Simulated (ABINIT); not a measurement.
An input for ABINIT 10.8.3 (AlN (P6_3mc)):

```
acell 3*1.0 Angstrom
rprim 
  3.113000000011 -0.000000000003 0.000000000000
  -1.556500000003 2.695937081992 0.000000000000
  0.000000000000 0.000000000000 4.981000000000
ntypat 2
znucl 13 7
natom 4
typat 1 1 2 2
xred 
  0.333333333333 0.666666666667 0.000000000000
  0.666666666667 0.333333333333 0.500000000000
  0.333333333333 0.666666666667 0.380000000000
  0.666666666667 0.333333333333 0.880000000000
pp_dirpath "pseudos"
pseudos "Al.upf, N.upf"
ecut 36
ngkpt 6 6 4
nshiftk 1
shiftk 0 0 0
kptopt 1
chksymbreak 0
istwfk *1
occopt 1
irdwfk 1
optdriver 4
nband 182
gwcalctyp 1
ecutsigx 36
symsigma 1
nkptgw 1
kptgw 
  0.0000000000 0.0000000000 0.0000000000
bdgw 
  6 10
ecuteps 8.4
irdscr 1
nomegasi 12
omegasimax 25 eV
gwmem 01
indata_prefix "in"
outdata_prefix "out"
tmpdata_prefix "tmp"
```

The database entry behind the starting cell differs from later determinations by our own check (inner coordinate u about 0.002 short), so it need not match the best structure at ambient conditions.

```sh
OMP_NUM_THREADS=1 mpirun -n 8 abinit run.abi > log
```

Q: Estimate wall time and host memory on 8 MPI ranks of Arm Neoverse N1, shared host.

It took 21 s; on shared hardware allow 10 s to 42 s. Peak host memory was 2.6 GiB.

[Paths, hosts, dates, memory and timing lines, banners, echoed tables and standing remarks are left out of the program output.]

[Logs are printed without paths, hosts, clocks, repeated set-up lines and the standing remarks that a program may print on its own settings, such as how far it seeks lower states.]

[Runs of the session that timed out or met a known fault of the program may be left out.]

[Hosts, paths, dates, database ids (printed as entryN), source tags and the programs' standing remarks are cut or masked in the printed files.]

[G0W0 gaps are taken among the corrected bands and points alone; a level outside them can change the order at an edge.]

[Where Ansatz stands beside ABINIT at settings called matched, ABINIT's density can come from a denser mesh and the files from another edition; pairs whose starting gaps differed by over 0.03 eV were left out, so agreement reads better than it is.]
